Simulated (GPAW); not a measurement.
Here is a GPAW 26.7.0 calculation.

File POSCAR:

```
Pd
1.0
    2.7836650458      0.0000000000      0.0000000000
   -1.3918325229      2.4107246453      0.0000000000
    0.0000000000      0.0000000000      4.6288930000
Pd
2
Direct
    0.3333333333      0.6666666667      0.2500000000
    0.6666666667      0.3333333333      0.7500000000
```

Potentials or basis: GPAW PAW data sets (gpaw-data 1.2.1), pw.

Launch:

```sh
$ OMP_NUM_THREADS=1 gpaw run POSCAR -p 'mode=PW(600),xc=PBE,kpts={size:(11,11,6),gamma:True},occupations={name:fermi-dirac,width:0.05},nbands=29,convergence={density:1e-05,energy:1e-05},maxiter=150,txt=gpaw.txt' --properties efs -w gs.gpw
```

(1) What does it give for the band gap on the k mesh?

(2) Estimate the pressure.

Results:

(1) none (metal or under the smearing width).

(2) -1.4 GPa.
